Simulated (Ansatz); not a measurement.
## Relaxing B in the diamond type

First guess:

```
CELL_PARAMETERS angstrom
0.00000 2.23228 2.23228
2.23228 0.00000 2.23228
2.23228 2.23228 0.00000
ATOMIC_POSITIONS crystal
B 0.00000 0.00000 0.00000
B 0.25000 0.25000 0.25000
```

The calculation used DFT, PBE, PAW with Ansatz's default frozen-core files, scalar-relativistic in Ansatz 0.2.0.

Cell and atoms relax within the symmetry of the start on a 16×16×16 k mesh with 0.05 eV Fermi–Dirac smearing.

The start is built from a prototype, known or not as a phase of this compound; the cutoff is 420 eV.

(1) What is the pressure of the first guess?

(2) What does it relax to?

(3) How much energy does the relaxation release?

Answers

(1) -30.5 GPa.

(2) a = 4.052 Å, b = 4.052 Å, c = 4.052 Å, α = 90.00°, β = 90.00°, γ = 90.00° (conventional cell), 8.32 Å³ per atom:
```xyz
2
Lattice="0.0000 2.0261 2.0261 2.0261 0.0000 2.0261 2.0261 2.0261 0.0000" Properties=species:S:1:pos:R:3 pbc="T T T"
B     0.0000    0.0000    0.0000
B     1.0131    1.0131    1.0131
```

(3) 333 meV/atom.
